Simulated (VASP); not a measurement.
Crystal: SiO2.

```
Si O
1.0
     4.19226    0.00000    0.00000
     0.00000    4.19226    0.00000
     0.00000    0.00000    2.68252
Si O
2 4
Direct
  0.00000 0.00000 0.00000
  0.50000 0.50000 0.50000
  0.30584 0.30584 0.00000
  0.19416 0.80584 0.50000
  0.69416 0.69416 0.00000
  0.80584 0.19416 0.50000
```

Base run:

- Program: VASP 6.6.1
- Functional: PBEsol
- Potentials or basis: VASP PAW PBE potentials, release 64 (Si, O)
- Cutoff: 520 eV
- k mesh: 8 × 8 × 14
- Occupations: gaussian, width 0.02 eV
- Spin: no spin polarisation

Its results: band gap on the k mesh 5.34 eV, direct; pressure 0.4 GPa.

Task: The run is repeated on the same cell with these changes: functional from PBEsol to r2SCAN; k mesh from 8 × 8 × 14 to 6 × 6 × 8. What comes out?

Result: Band gap on the k mesh 6.33 eV, direct; pressure -2.7 GPa.

Several settings changed at once, so the effect can't be laid on one alone.

Caveats: the PAW data sets were made with another functional, which shifts forces and pressure a little.

A k mesh can miss the band edges.
